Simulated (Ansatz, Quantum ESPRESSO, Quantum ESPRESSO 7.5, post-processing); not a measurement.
**H₂ in line between two Pt chains: ballistic transmission**

How well does the junction conduct in the ballistic limit? It is: H₂ in line between two Pt chains.

Program: Quantum ESPRESSO 7.5. Level of theory: plane-wave DFT, PBE, GBRV ultrasoft pseudopotentials (cross-check by Ansatz 0.2.0 with PAW datasets). Results are calculated unless marked as measured.

Report form: the programs' logs are mostly left out.

### Step 1. Starting point

The cell holds 16 atoms: 14 Pt and 2 H. Cell: a = 7.500 Å, b = 7.500 Å, c = 34.956 Å, α = 90.0°, β = 90.0°, γ = 90.0°. Regions: left lead, 7 atoms (7 Pt); channel, 2 atoms (2 H); right lead, 7 atoms (7 Pt). Vacuum lies along a and b. The structure is stacked along c, and the current runs across the ab planes.

### Step 2. Ground state

One periodic cell holds a stretch of lead, the junction and more lead; the atoms stay as built.

Input file scf.in:

```
&control
  prefix = 'scf'
  outdir = './out'
  pseudo_dir = './pseudo'
  calculation = 'scf'
  tprnfor = .true.
/
&system
  ibrav = 0
  nat = 16
  ntyp = 2
  ecutwfc = 34
  ecutrho = 170
  occupations = 'smearing'
  smearing = 'mv'
  degauss = 0.01
/
&electrons
  conv_thr = 1e-07
  mixing_beta = 0.25
  electron_maxstep = 120
  mixing_mode = 'local-TF'
/
ATOMIC_SPECIES
  Pt  195.0840  pt_pbe_v1.4.uspp.F.UPF
  H   1.0080  h_pbe_v1.4.uspp.F.UPF
CELL_PARAMETERS angstrom
  7.50000000000000 0.00000000000000 0.00000000000000
  0.00000000000000 7.50000000000000 0.00000000000000
  0.00000000000000 0.00000000000000 34.95560000000000
ATOMIC_POSITIONS crystal
  Pt  0.500000000000 0.500000000000 0.000000000000
  Pt  0.500000000000 0.500000000000 0.068658526817
  Pt  0.500000000000 0.500000000000 0.137317053634
  Pt  0.500000000000 0.500000000000 0.205975580451
  Pt  0.500000000000 0.500000000000 0.274634107268
  Pt  0.500000000000 0.500000000000 0.343292634084
  Pt  0.500000000000 0.500000000000 0.411951160901
  H   0.500000000000 0.500000000000 0.453512455801
  H   0.500000000000 0.500000000000 0.477829017382
  Pt  0.500000000000 0.500000000000 0.519390312282
  Pt  0.500000000000 0.500000000000 0.588048839099
  Pt  0.500000000000 0.500000000000 0.656707365916
  Pt  0.500000000000 0.500000000000 0.725365892732
  Pt  0.500000000000 0.500000000000 0.794024419549
  Pt  0.500000000000 0.500000000000 0.862682946366
  Pt  0.500000000000 0.500000000000 0.931341473183
K_POINTS automatic
  1 1 3 0 0 0
```

On the command line:

```
$ OMP_NUM_THREADS=1 mpirun -n 8 pw.x -nk 1 -in scf.in > scf.out
```

Run time: 1.9 min. Hardware: 8 MPI ranks of Arm Neoverse V2, shared host; peak memory 2.1 GiB; 15 min of CPU time.

Read from the output:

```
free energy  : -40125.0664 eV
Fermi energy : -3.111 eV
```

The run needed 24 iterations to bring the estimated error under 1e-07 Ry; the largest force on any atom, held or free, is 4.55 eV/Å.

### Step 3. The open system

prefixt takes both regions from one run: the lead from 0 to bdl, the scattering region from bdl to bds (units of alat). ikind = 1 puts the same lead on both sides. The program's T_tot counts both spins in a run without spin; the tables below give T per spin.

Input file cond.in:

```
&inputcond
  outdir = './out'
  prefixt = 'scf'
  tran_file = 'cond.dat'
  bdl = 0.6400000000
  bds = 4.6607466667
  ikind = 1
  ewind = 4.0
  epsproj = 1e-05
  nz1 = 7
  energy0 = 2.0
  denergy = -0.1
/
1
  0.00000000 0.00000000 1.00000000
41
```

On the command line:

```
$ OMP_NUM_THREADS=1 mpirun -n 8 pwcond.x -in cond.in > cond.out
```

Elapsed: 2.5 min, on 8 MPI ranks; peak memory 0.91 GiB.

This step gave:

```
lead channels at the Fermi level, one spin : 4
transmission at the Fermi level, one spin  : 1.414
conductance                                : 1.414 G₀
```

Per spin. Open channels against energy, zero at the Fermi level:

energy (eV), open channels and a bar from the least value:
```
    -2.00       3.00 ############
    -1.90       3.00 ############
    -1.70       3.00 ############
    -1.60       4.00 ##################
    -1.40       6.00 ##############################
    -1.30       6.00 ##############################
    -1.20       6.00 ##############################
    -1.00       6.00 ##############################
    -0.90       6.00 ##############################
    -0.80       6.00 ##############################
    -0.60       6.00 ##############################
    -0.50       6.00 ##############################
    -0.30       4.00 ##################
    -0.20       4.00 ##################
    -0.10       4.00 ##################
     0.00       4.00 ##################
     0.10       4.00 ##################
     0.20       4.00 ##################
     0.30       3.00 ############
     0.50       3.00 ############
     0.60       3.00 ############
     0.80       1.00 
     0.90       1.00 
     1.00       1.00 
     1.20       1.00 
     1.30       1.00 
     1.40       1.00 
     1.60       1.00 
     1.70       1.00 
     1.90       1.00 
     2.00       1.00
```

Per spin. Table of transmission by energy, zero at the Fermi level:

energy (eV), transmission and a bar from the least value:
```
    -2.00       1.05 ##############
    -1.80       1.07 ###############
    -1.60       1.09 ################
    -1.40       1.11 #################
    -1.20       1.13 ##################
    -1.00       1.16 ###################
    -0.90       1.17 ####################
    -0.70       1.21 #####################
    -0.50       1.26 #######################
    -0.30       1.32 ##########################
    -0.10       1.38 #############################
     0.00       1.41 ##############################
     0.10       1.41 ##############################
     0.30       0.71 
     0.50       0.72 
     0.70       0.72 
     0.90       0.78 ###
     1.00       0.82 #####
     1.20       0.88 #######
     1.40       0.92 #########
     1.60       0.94 ##########
     1.80       0.96 ##########
     2.00       0.97 ###########
```

The run is unpolarised; a magnetic state was not tried, may lie lower and would change T.

At no point does T exceed the number of channels.

### Step 4. Transmission with pwcond.x, with nz1 = 3

A sensitivity test on the input.

cond.w.in is the input of step 3 with these lines changed:

```diff
@@ -3,3 +3,3 @@
   prefixt = 'scf'
-  tran_file = 'cond.dat'
+  tran_file = 'cond.w.dat'
   bdl = 0.6400000000
@@ -9,3 +9,3 @@
   epsproj = 1e-05
-  nz1 = 7
+  nz1 = 3
   energy0 = 2.0
```

On the command line:

```
$ OMP_NUM_THREADS=1 mpirun -n 8 pwcond.x -in cond.w.in > cond.w.out
```

Wall time 2.5 min (8 MPI ranks); peak memory 0.87 GiB; 20 min of CPU time.

The changed values were drawn from a wide range, not chosen for quality; the comparison shows what they did here together.

Beside the run it was changed from:

```tsv
quantity	this run	unchanged run	difference
transmission at the Fermi level, one spin	1.416	1.414	0.0017
lead channels at the Fermi level, one spin	4	4	0
wall time (s)	147	151
```

Over all energies T moves by up to 0.071, at 0.3 eV, where the two runs count unlike lead channels.

The physical values in this table move by up to 0.12 %.

### Step 5. Cross-check with Ansatz

As a check, the same structure is run in Ansatz.

Level of this step: plane-wave DFT, PBE, Ansatz PAW (Ansatz 0.2.0).

Input file input.yaml:

```yaml
crystal:
  lattice:
    - [7.5, 0.0, 0.0]
    - [0.0, 7.5, 0.0]
    - [0.0, 0.0, 34.9556]
  atoms:
    - { symbol: Pt, position: [0.5, 0.5, 0.0] }
    - { symbol: Pt, position: [0.5, 0.5, 0.0686585268] }
    - { symbol: Pt, position: [0.5, 0.5, 0.1373170536] }
    - { symbol: Pt, position: [0.5, 0.5, 0.2059755805] }
    - { symbol: Pt, position: [0.5, 0.5, 0.2746341073] }
    - { symbol: Pt, position: [0.5, 0.5, 0.3432926341] }
    - { symbol: Pt, position: [0.5, 0.5, 0.4119511609] }
    - { symbol: H, position: [0.5, 0.5, 0.4535124558] }
    - { symbol: H, position: [0.5, 0.5, 0.4778290174] }
    - { symbol: Pt, position: [0.5, 0.5, 0.5193903123] }
    - { symbol: Pt, position: [0.5, 0.5, 0.5880488391] }
    - { symbol: Pt, position: [0.5, 0.5, 0.6567073659] }
    - { symbol: Pt, position: [0.5, 0.5, 0.7253658927] }
    - { symbol: Pt, position: [0.5, 0.5, 0.7940244195] }
    - { symbol: Pt, position: [0.5, 0.5, 0.8626829464] }
    - { symbol: Pt, position: [0.5, 0.5, 0.9313414732] }
kpoints:
  mp_grid: { grid: [1, 1, 4] }
hamiltonian:
  xc: pbe
scf:
  occupations: { method: fermi_dirac, width: 0.1 }
  convergence: { dr2_threshold: 1.0e-08 }
output:
  transmission:
    leads: [[0, 1]]
    e_range: [-2.0, 2.0]
    de: 0.05
    kmesh: [1, 1]
    reduced_basis: true
  write_potential: true
  write_density: true
  volumetric_format: npy
```

On the command line:

```
$ ansatz run input.yaml --threads 8 --pin off --max-ram 16384MiB --backend cpu --events-out ev --progress --plain --runs-dir out
```

It took 36 s on 8 threads; peak memory 3.9 GiB; 4 min of CPU time.

Numbers from this step:

```
free energy                                  : -175315.1594 eV
energy at zero smearing                      : -175314.6972 eV
smearing term TS                             : 0.9245 eV
Fermi energy                                 : -3.006 eV
symmetry operations                          : 16
transmission at the Fermi level, one spin    : 1.345
step of the lead's Hamiltonian over a period : 6.6 meV
```

Per spin. The transmission by energy, zero at the Fermi level:

energy (eV), transmission and a bar from the least value:
```
    -2.00       1.07 ##############
    -1.85       1.08 ###############
    -1.70       1.09 ###############
    -1.60       1.09 ################
    -1.45       1.11 #################
    -1.30       1.13 ##################
    -1.15       1.15 ###################
    -1.05       1.17 ####################
    -0.90       1.19 #####################
    -0.75       1.21 ######################
    -0.60       1.23 ########################
    -0.50       1.26 #########################
    -0.35       1.28 ##########################
    -0.20       1.32 ############################
    -0.05       1.34 ##############################
     0.00       1.34 ##############################
     0.05       1.34 ##############################
     0.20       1.20 ######################
     0.35       0.84 #
     0.50       0.83 
     0.60       0.83 #
     0.75       0.82 
     0.90       0.84 #
     1.05       0.88 ###
     1.15       0.90 ####
     1.30       0.92 ######
     1.45       0.94 #######
     1.60       0.95 #######
     1.70       0.96 ########
     1.85       0.97 ########
     2.00       0.97 #########
```

Per spin. Open channels against energy, zero at the Fermi level:

```tsv
energy (eV)	open channels
-2.00	3
-1.85	3
-1.70	3
-1.60	4
-1.45	4
-1.30	6
-1.15	6
-1.05	6
-0.90	6
-0.75	6
-0.60	6
-0.50	6
-0.35	4
-0.20	4
-0.05	4
0.00	4
0.05	4
0.20	4
0.35	3
0.50	3
0.60	3
0.75	3
0.90	1
1.05	1
1.15	1
1.30	1
1.45	1
1.60	1
1.70	1
1.85	1
2.00	1
```

Ansatz finds T = 1.34 against pwcond's 1.41.

### Step 6. All levels side by side

All levels:

```tsv
step	T at the Fermi level (per spin)	conductance (G0)	r.m.s. T(E) from the first	CPU time of the step (s)	peak memory (GiB)
Ansatz	1.345	-	0	239.2	3.86
pwcond	1.414	1.414	0.0554	1209	0.91
pwcond, changed setting	1.416	1.416	0.0495	1177	0.87
```

Per spin. Transmission against energy, zero at the Fermi level:

```tsv
energy (eV)	Ansatz	pwcond	pwcond, changed setting
-2.00	1.07	1.05	1.05
-1.90	1.08	1.06	1.06
-1.80	1.08	1.07	1.07
-1.70	1.09	1.08	1.08
-1.60	1.09	1.09	1.09
-1.50	1.11	1.10	1.10
-1.40	1.12	1.11	1.10
-1.20	1.15	1.13	1.13
-1.10	1.16	1.14	1.14
-1.00	1.17	1.16	1.16
-0.90	1.19	1.17	1.17
-0.80	1.21	1.19	1.19
-0.70	1.22	1.21	1.21
-0.60	1.23	1.23	1.23
-0.50	1.26	1.26	1.25
-0.40	1.27	1.29	1.29
-0.30	1.30	1.32	1.32
-0.20	1.32	1.35	1.35
-0.10	1.34	1.38	1.38
0.00	1.34	1.41	1.42
0.10	1.31	1.41	1.41
0.20	1.20	1.27	1.28
0.30	0.880	0.713	0.783
0.40	0.833	0.699	0.707
0.50	0.828	0.716	0.724
0.60	0.833	0.721	0.731
0.70	0.835	0.717	0.727
0.80	0.815	0.740	0.743
0.90	0.844	0.784	0.787
1.00	0.868	0.822	0.824
1.10	0.889	0.853	0.855
1.20	0.906	0.879	0.880
1.40	0.933	0.916	0.917
1.50	0.944	0.930	0.931
1.60	0.952	0.941	0.942
1.70	0.959	0.950	0.951
1.80	0.965	0.958	0.958
1.90	0.970	0.964	0.964
2.00	0.974	0.968	0.969
```

### Step 7. The arithmetic

G = 1.41 × 77.48 µS = 110 µS a cell, a resistance of 9.13 kΩ.

### Step 8. What came out

| Quantity | Value |
| --- | --- |
| conductance from T at the Fermi level, a cell (G₀ = 2e²/h) | 1.41 G₀ |
| lead channels per spin | 4.00 |
| the same conductance by Ansatz | 1.34 G₀ |

The junction conducts 1.41 G₀ a cell at the Fermi level (PBE, GBRV ultrasoft). At the Fermi level the junction passes 35 % of what the leads offer. At the Fermi level pwcond and Ansatz differ by 5.2 %, a close match. Over -2 to 2 eV, T lies between 0.70 and 1.4 per spin. The geometry is as built, not relaxed, and the leads are short. The chain ran without spin polarisation; chains of d metals can be magnetic. Spin-orbit coupling is left out; depending on the atoms that carry the levels of interest, it can split and shift them by tenths of an eV to an eV or more.

[Logs are printed without paths, hosts, clocks, repeated set-up lines and the standing remarks that a program may print on its own settings, such as how far it seeks lower states.]

[Hosts, paths, dates, database ids (printed as entryN), source tags and the programs' standing remarks are cut or masked in the printed files.]

[Maps of the electrostatic potential energy from Ansatz leave out the sawtooth potential of an applied field or a dipole correction, so their vacuum need not be flat; planar profiles and work functions include it.]
